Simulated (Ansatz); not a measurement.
## Bond compression in Pb (diamond type)

```
CELL_PARAMETERS angstrom
0.00000 3.41689 3.41689
3.41689 0.00000 3.41689
3.41689 3.41689 0.00000
ATOMIC_POSITIONS crystal
Pb 0.87500 0.87500 0.87500
Pb 0.12500 0.12500 0.12500
```

This is a prototype cell at a chosen volume, and whether it is the ground state is a separate question.

Its shortest bond, of 2.959 Å between atom 1 (Pb) and the nearest image of atom 2 (Pb), is scaled by moving both atoms along it, with the cell held. The force apart is half the difference of the two atoms' forces along the bond; it holds the pull and push of their other neighbours too.

Level of theory: DFT with PBE, scalar-relativistic, in Ansatz 0.2.0; a Γ-centred 8×8×8 k mesh, Fermi–Dirac smearing of 0.05 eV, no spin polarisation. LAPW: all electrons, basis error target 1 meV/atom; PAW: frozen-core files, cutoff 420 eV.

Energies are extrapolated to zero smearing and count from the unscaled cell; pressure is positive in compression; gaps take the mesh and a band path. No temperature or zero-point motion is included.

Spin–orbit coupling is left out, which matters for the heavy atoms.

| bond (Å) | force apart (eV/Å) | P LAPW (GPa) | ΔE LAPW (eV/atom) | P PAW − LAPW (GPa) | ΔE PAW − LAPW (meV/atom) | force PAW − LAPW (eV/Å) |
| --- | --- | --- | --- | --- | --- | --- |
| 2.959 | 0.00 | ? | 0.000 | -0.01 | 0.0 | 0.000 |
| 2.426 | 6.89 | 9.47 | ? | 0.01 | 0.3 | 0.007 |
| 2.071 | 24.17 | 30.7 | 3.159 | -0.32 | -4.7 | -0.219 |
| 1.894 | 45.76 | 55.9 | 6.155 | -2.90 | -86.6 | -2.261 |

Question: What belongs in the row "2.426", column "ΔE LAPW (eV/atom)"?

Answer: 0.706.

Question: What belongs in the row "2.959", column "P LAPW (GPa)"?

Answer: 3.10.

Question: How do the Löwdin populations by LAPW change from the unscaled cell to the last row, on the two atoms of the bond?

Answer: Pb1 5s 1.99 → 1.96, Pb1 6s 1.60 → 1.46, Pb1 6p 2.42 → 2.61, Pb1 5d 9.98 → 9.95, Pb2 5s 1.99 → 1.96, Pb2 6s 1.60 → 1.46, Pb2 6p 2.42 → 2.61, Pb2 5d 9.98 → 9.95 electrons an atom. These are projections on the shells that the free atoms fill; 0.03 e a cell lies outside them at the start and 0.09 e at the end.
